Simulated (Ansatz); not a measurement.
**Relaxing Ga**

These are results of DFT PBE, scalar-relativistic, plane waves, PAW (Ansatz 0.2.0), not measurements. Cutoff 420 eV, Γ-centred k mesh, Gaussian smearing, no spin polarisation in the final step.

The start puts Ga on the omega structure type (P6/mmm, No. 191), at a guessed volume.

```
CELL_PARAMETERS angstrom
5.01193 0.00000 0.00000
-2.50597 4.34046 0.00000
0.00000 0.00000 3.07253
ATOMIC_POSITIONS crystal
Ga 0.00000 0.00000 0.00000
Ga 0.33333 0.66667 0.50000
Ga 0.66667 0.33333 0.50000
```

Cell and atoms relax at zero pressure; the relaxation can't lower the symmetry of the start. After a coarse first stage the cell is made exact in the group found at 0.06 Å.

Energies count from the standard state of Ga at the same level.

Q: What does it relax into?

A: It keeps P6/mmm (No. 191). The result has the omega structure. Conventional cell: a = 4.836 Å, c = 2.851 Å. Ga on Wyckoff site a (1 atom of the primitive cell) has 2 Ga at 2.85 Å and 12 Ga at 3.13 Å; Ga on Wyckoff site d (2 atoms of the primitive cell) is coordinated by 5 Ga at 2.79–2.85 Å and 6 Ga at 3.13 Å.

Space group P6/mmm (No. 191). a = 4.836 Å, b = 4.836 Å, c = 2.851 Å, α = 90.00°, β = 90.00°, γ = 120.00°
| atom | site | symmetry | x | y | z |
| --- | --- | --- | --- | --- | --- |
| Ga | 1a | 6/mmm | 0.0000 | 0.0000 | 0.0000 |
| Ga | 2d | -6m2 | 0.3333 | 0.6667 | 0.5000 |

Q: What are its volume, energy, density and gap?

A: The volume per atom is 19.25 Å³ and the density is 6.02 g/cm³. The energy over the standard structure is 0.04 eV/atom and the gap on the 12×12×16 mesh is 0 eV (a metal).

The final run used a 12×12×16 mesh on its 3-atom cell and 0.10 eV smearing. For metals, differences of a few meV/atom aren't resolved. A structure relaxed within its symmetry needn't be a true minimum. The steps took roughly 90 core-seconds in all.